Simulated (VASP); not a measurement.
# Ni (Im-3m) in VASP: notebook, part 2 of 2

VASP 6.6.1. The steps go on from the part before.

## Step 4: Relaxation of cell and atoms, PBEsol, collinear spin, ferromagnetic start

INCAR

```
  PREC = Accurate
  ENCUT = 580
  EDIFF = 1E-7
  ISMEAR = 0
  SIGMA = 0.1
  LREAL = F
  LASPH = T
  NELM = 100
  ALGO = Normal
  ISIF = 3
  LWAVE = F
  LCHARG = F
  ISPIN = 2
  MAGMOM = 1
  LORBIT = 11
  LMAXMIX = 4
  GGA = PS
  IBRION = 2
  NSW = 90
  EDIFFG = -0.005
```

KPOINTS

```
Automatic mesh
0
Gamma
  20 20 20
```

POSCAR

```
Ni
1.0
   -1.3967612200      1.3967612200      1.3967612200
    1.3967612200     -1.3967612200      1.3967612200
    1.3967612200      1.3967612200     -1.3967612200
Ni
1
Direct
    0.0000000000      0.0000000000      0.0000000000
```

Potentials or basis: VASP PAW PBE potentials, release 64 (Ni).

Launch:

```bash
$ cat potpaw_PBE.64/Ni/POTCAR > POTCAR
$ mpirun -np 1 vasp_std > vasp.out
```

OUTCAR:

```text
PREC = Accurate
   ENCUT = 580
   EDIFF = 1E-7
   ISMEAR = 0
   LREAL = F
   LASPH = T
   NELM = 100
   ISIF = 3
   ISPIN = 2
   LORBIT = 11
   GGA = PS
   IBRION = 2
   NSW = 90
   EDIFFG = -0.005

 ion  position               nearest neighbor table
   1  0.000  0.000  0.000-

  LATTYP: Found a body centered cubic cell.
 ALAT       =     2.7935224400

  Lattice vectors:

 A1 = (  -1.3967612200,   1.3967612200,   1.3967612200)
 A2 = (   1.3967612200,  -1.3967612200,   1.3967612200)
 A3 = (   1.3967612200,   1.3967612200,  -1.3967612200)

Analysis of symmetry for initial positions (statically):
=====================================================================
 Subroutine PRICEL returns:
 Original cell was already a primitive cell.

[... 893 lines left out ...]

 number of electron      10.0000005 magnetization       0.5378532

 Free energy of the ion-electron system (eV)
  ---------------------------------------------------
  ext. energy  EPLUGINS =         0.00000000
  ---------------------------------------------------
  free energy    TOTEN  =        -6.03749336 eV

  energy without entropy =       -6.02980823  energy(sigma->0) =       -6.03365079

 E-fermi :   9.6167     XC(G=0): -13.6648

 val. band max:        9.6114342737   @ k =  -0.3000   0.4000   0.1000
 cond. band min:       9.6182486385   @ k =   0.2000   0.1000   0.1000
 fundamental gap:      0.0068143649
 Fermi energy:         9.6166751239

 spin component 1

 k-point     1 :       0.0000    0.0000    0.0000
  band No.  band energies     occupation
      1       0.4133      1.00000
      2       7.2396      1.00000
      3       7.2396      1.00000
      4       7.2396      1.00000
      5       8.7391      1.00000
      6       8.7391      1.00000
      7      36.4619      0.00000
      8      36.4619      0.00000
      9      36.4619      0.00000
     10      41.6210      0.00000
[... 643 lines left out ...]
  FREE ENERGIE OF THE ION-ELECTRON SYSTEM (eV)
  ---------------------------------------------------
  free  energy   TOTEN  =        -6.0374933610 eV

  energy  without entropy=       -6.0298082279  energy(sigma->0) =       -6.03365079

 reached required accuracy - stopping structural energy minimisation

 total charge

# of ion       s       p       d       tot
------------------------------------------
    1        0.511   0.529   8.350   9.390

 magnetization (x)

# of ion       s       p       d       tot
------------------------------------------
    1       -0.004  -0.015   0.560   0.541
```

OSZICAR:

```text
N       E                     dE             d eps       ncg     rms          rms(c)
DAV:   1     0.284625519272E+02    0.28463E+02   -0.51397E+03 10416   0.141E+03
DAV:   2    -0.638466633115E+01   -0.34847E+02   -0.33317E+02 10402   0.179E+02
[... 27 lines left out ...]
DAV:   4    -0.603813923125E+01    0.56895E-02   -0.45689E-03 11778   0.610E-01    0.382E-01
DAV:   5    -0.603749087433E+01    0.64836E-03   -0.23860E-03 13172   0.387E-01    0.107E-01
DAV:   6    -0.603748297201E+01    0.79023E-05   -0.13948E-05 11702   0.401E-02    0.701E-02
DAV:   7    -0.603749323142E+01   -0.10259E-04   -0.10531E-05 11698   0.492E-02    0.817E-03
DAV:   8    -0.603749337632E+01   -0.14489E-06   -0.42546E-07 10778   0.698E-03    0.121E-03
DAV:   9    -0.603749336104E+01    0.15274E-07   -0.22838E-08  5262   0.144E-03
   3 F= -.60374934E+01 E0= -.60336508E+01  d E =-.117091E-01  mag=     0.5377
```

Wall time 84 s (1 thread of Intel Xeon Platinum 8488C (Sapphire Rapids), shared host); peak memory 0.18 GiB.

What came out:

```
Free energy                                           : -6.0375 eV
Relaxed volume                                        : 10.46 Å³/atom
Relaxed cell                                          : a = 2.386 Å, b = 2.386 Å, c = 2.386 Å, α = 109.47°, β = 109.47°, γ = 109.47°
Space group after relaxing (to 0.05 Å)                : Im-3m (No. 229)
Energy gained by relaxing                             : 11.7 meV/atom
Ionic steps                                           : 3
Pressure after relaxing                               : 0.0 GPa
Band gap on the k mesh                                : none (metal or under the smearing width)
Net moment                                            : 0.54 μB per cell
Site moments                                          : Ni +0.54 μB
Valence electrons inside the program's atomic spheres : Ni 9.39
```

The path:
```csv
step,energy change (eV),largest force (eV/Å),pressure (GPa),volume (Å³)
1,0.0000,0.0000,-8.17,10.90
2,0.0002,0.0000,9.65,10.05
3,-0.0117,0.0000,-0.04,10.46
```

Final structure:
```
Ni
1.0
    -1.37775    1.37775    1.37775
     1.37775   -1.37775    1.37775
     1.37775    1.37775   -1.37775
Ni
1
Direct
  0.00000 0.00000 0.00000
```

Caveat: the PAW data sets were made with another functional, which shifts forces and pressure a little.

## Step 5: Relaxation of cell and atoms, RPBE, collinear spin, ferromagnetic start

Edit INCAR of step 4 so:

```diff
@@ -1,3 +1,3 @@
   PREC = Accurate
-  ENCUT = 580
+  ENCUT = 600
   EDIFF = 1E-7
@@ -16,3 +16,3 @@
   LMAXMIX = 4
-  GGA = PS
+  GGA = RP
   IBRION = 2
```

KPOINTS is that of step 4.

POSCAR is that of step 4.

Launch:

```bash
$ cat potpaw_PBE.64/Ni/POTCAR > POTCAR
$ mpirun -np 1 vasp_std > vasp.out
```

Run time: 90 s. Hardware: 1 thread of Intel Xeon Platinum 8488C (Sapphire Rapids), shared host; peak memory 0.18 GiB.

Results (log left out):

* Free energy: -4.8655 eV
* Relaxed volume: 11.32 Å³/atom
* Relaxed cell: a = 2.450 Å, b = 2.450 Å, c = 2.450 Å, α = 109.47°, β = 109.47°, γ = 109.47°
* Space group after relaxing (to 0.05 Å): Im-3m (No. 229)
* Energy gained by relaxing: 9.1 meV/atom
* Ionic steps: 3
* Pressure after relaxing: 0.0 GPa
* Band gap on the k mesh: none (metal or under the smearing width)
* Net moment: 0.58 μB per cell
* Site moments: Ni +0.60 μB
* Valence electrons inside the program's atomic spheres: Ni 9.24

The path:
| step | energy change (eV) | largest force (eV/Å) | pressure (GPa) | volume (Å³) |
| --- | --- | --- | --- | --- |
| 1 | 0.0000 | 0.0000 | 7.17 | 10.90 |
| 2 | -0.0032 | 0.0000 | -4.98 | 11.69 |
| 3 | -0.0091 | 0.0000 | 0.01 | 11.32 |

Final structure:
```
Ni
1.0
    -1.41466    1.41466    1.41466
     1.41466   -1.41466    1.41466
     1.41466    1.41466   -1.41466
Ni
1
Cartesian
  0.0000 0.0000 0.0000
```

Levels at points of the mesh, in eV from the Fermi level:
Spin up:
| k point | band 3 | band 4 | band 5 | band 6 | band 7 | band 8 |
| --- | --- | --- | --- | --- | --- | --- |
| (0.00, 0.00, 0.00) | -2.23 | -2.23 | -0.87 | -0.87 | 26.00 | 26.00 |
| (0.50, 0.00, 0.00) | -0.96 | -0.73 | -0.14 | 0.33 | 6.19 | 18.74 |
| (0.50, 0.50, 0.50) | -0.34 | -0.34 | -0.34 | 9.57 | 9.57 | 9.57 |
Spin down:
```
           k point  band 3  band 4  band 5  band 6  band 7  band 8
(0.00, 0.00, 0.00)   -1.49   -1.49   -0.37   -0.37   25.86   25.86
(0.50, 0.00, 0.00)   -0.37   -0.22    0.26    0.71    6.54   18.64
(0.50, 0.50, 0.50)    0.49    0.49    0.49    9.58    9.58    9.58
```

Caveat: the PAW data sets were made with another functional, which shifts forces and pressure a little.

## Step 6: Relaxation of cell and atoms, PBEsol

Edit INCAR of step 5 so:

```diff
@@ -12,7 +12,3 @@
   LCHARG = F
-  ISPIN = 2
-  MAGMOM = 1
-  LORBIT = 11
-  LMAXMIX = 4
-  GGA = RP
+  GGA = PS
   IBRION = 2
```

KPOINTS is that of step 5.

POSCAR is that of step 5.

Potentials or basis: VASP PAW PBE potentials, release 64 (Ni).

Launch:

```bash
$ cat potpaw_PBE.64/Ni/POTCAR > POTCAR
$ mpirun -np 1 vasp_std > vasp.out
```

Run time: 55 s. Hardware: 1 thread of Intel Xeon Platinum 8488C (Sapphire Rapids), shared host; peak memory 0.16 GiB.

It converged, with:

* Free energy: -6.0311 eV
* Relaxed volume: 10.37 Å³/atom
* Relaxed cell: a = 2.380 Å, b = 2.380 Å, c = 2.380 Å, α = 109.47°, β = 109.47°, γ = 109.47°
* Space group after relaxing (to 0.05 Å): Im-3m (No. 229)
* Energy gained by relaxing: 17.4 meV/atom
* Ionic steps: 6
* Pressure after relaxing: 0.0 GPa
* Band gap on the k mesh: none (metal or under the smearing width)

Step by step:
```csv
step,energy change (eV),largest force (eV/Å),pressure (GPa),volume (Å³)
1,0.0000,0.0000,-9.99,10.90
2,0.0022,0.0000,12.99,9.86
3,-0.0173,0.0000,-0.09,10.38
4,-0.0173,0.0000,0.14,10.37
5,-0.0173,0.0000,-0.12,10.38
6,-0.0174,0.0000,0.01,10.37
```

Final structure:
```
Ni
1.0
    -1.37381    1.37381    1.37381
     1.37381   -1.37381    1.37381
     1.37381    1.37381   -1.37381
Ni
1
Cartesian
  0.0000 0.0000 0.0000
```

Levels at points of the mesh, in eV from the Fermi level:
```tsv
k point	band 3	band 4	band 5	band 6	band 7	band 8
(0.00, 0.00, 0.00)	-2.02	-2.02	-0.57	-0.57	26.98	26.98
(0.50, 0.00, 0.00)	-0.63	-0.40	0.25	0.44	7.09	19.58
(0.50, 0.50, 0.50)	0.20	0.20	0.20	10.13	10.13	10.13
```

Caveat: the PAW data sets were made with another functional, which shifts forces and pressure a little; the run has no spin polarisation, though such a crystal can be magnetic. Spin polarisation is off, so any magnetic state and its effect on volume and gap are missing.

## Step 7: The runs side by side

| task | level | spin | cell | k mesh | cutoff (eV) | mesh quality | gap on the mesh (eV) | pressure (GPa) | moment (μB) | relaxed volume (Å³/atom) |
| --- | --- | --- | --- | --- | --- | --- | --- | --- | --- | --- |
| relaxation of cell and atoms | PBEsol | collinear, ferromagnetic start | relaxed | 8 × 8 × 8 | 600 | coarse | none | -0.1 | 0.54 | 10.48 |
| single point | PBEsol | collinear, ferromagnetic start | as given | 20 × 20 × 20 | 520 | not flagged | none | -8.1 | 0.56 | - |
| relaxation of cell and atoms | PBEsol | collinear, ferromagnetic start | relaxed | 20 × 20 × 20 | 580 | not flagged | none | 0.0 | 0.54 | 10.46 |
| relaxation of cell and atoms | RPBE | collinear, ferromagnetic start | relaxed | 20 × 20 × 20 | 600 | not flagged | none | 0.0 | 0.58 | 11.32 |
| relaxation of cell and atoms | PBEsol | off | relaxed | 20 × 20 × 20 | 600 | not flagged | none | 0.0 | - | 10.37 |

Alike in all rows: potentials or basis VASP PAW PBE potentials, release 64 (Ni); smearing gaussian 0.1 eV.

Caveats: some runs use coarse meshes; the PAW data sets were made with another functional, which shifts forces and pressure a little.

Absolute energies hang on the potentials; compare differences alone.
